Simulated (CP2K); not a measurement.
Runs of CP2K 2026.2 on C. It takes space group Fd-3m (No. 227, cubic). The conventional cell has a = 3.567 Å, b = 3.567 Å, c = 3.567 Å, α = 90.00°, β = 90.00°, γ = 90.00°. Around C (site symmetry -43m) lie 4 C at 1.54 Å. This isn't the form of C at room conditions, which is graphite.

```tsv
task	level	potentials or basis	cell	EXTRAPOLATION	basis sets	potentials	optimiser	most steps	gap on the mesh (eV)	pressure (GPa)	relaxed volume (Å³/atom)
relaxation of cell and atoms	LDA	GTH_POTENTIALS C GTH-PADE-q4; TZVP-MOLOPT-PBE-GTH basis	relaxed	USE_PREV_P	C TZVP-MOLOPT-PBE-GTH-q4	C GTH-PADE-q4 of GTH_POTENTIALS	BFGS	40	(a)	0.0	5.53
relaxation of cell and atoms	PBEsol	POTENTIAL_UZH C GTH-PBE-q4; TZVP-MOLOPT-PBE-GTH basis	relaxed	USE_PREV_P	C TZVP-MOLOPT-PBE-GTH-q4	C GTH-PBE-q4 of POTENTIAL_UZH	BFGS	40	(b)	0.0	5.68
band structure	r2SCAN	POTENTIAL_UZH C GTH-SCAN-q4; TZVP-MOLOPT-SCAN-GTH basis	as given	-	C TZVP-MOLOPT-SCAN-GTH-q4	C GTH-SCAN-q4 of POTENTIAL_UZH	-	-	4.41	-2.9	-
band structure	RPBE	POTENTIAL_UZH C GTH-PBE-q4; TZVP-MOLOPT-PBE-GTH basis	as given	-	C TZVP-MOLOPT-PBE-GTH-q4	C GTH-PBE-q4 of POTENTIAL_UZH	-	-	4.59	5.3	-
band structure	PBEsol	POTENTIAL_UZH C GTH-PBE-q4; TZVP-MOLOPT-PBE-GTH basis	as given	-	C TZVP-MOLOPT-PBE-GTH-q4	C GTH-PBE-q4 of POTENTIAL_UZH	-	-	4.40	0.5	-
```

Alike in all rows: no spin polarisation; k mesh 13 × 13 × 13; smearing fermi-dirac 0.05 eV.

**Question.** Fill in the values left out.

**Answer.** (a) 4.57; (b) 4.39.

Caveats: the basis of atomic orbitals isn't converged, which shifts pressures, moduli and gaps; the potentials were made for another functional, which shifts forces and pressure (some runs); an odd mesh through Γ misses points on the zone boundary, where band edges often lie (some runs); the real-space grid breaks the cell's symmetry a little (some runs).

Runs at the PBE level aren't shown here.
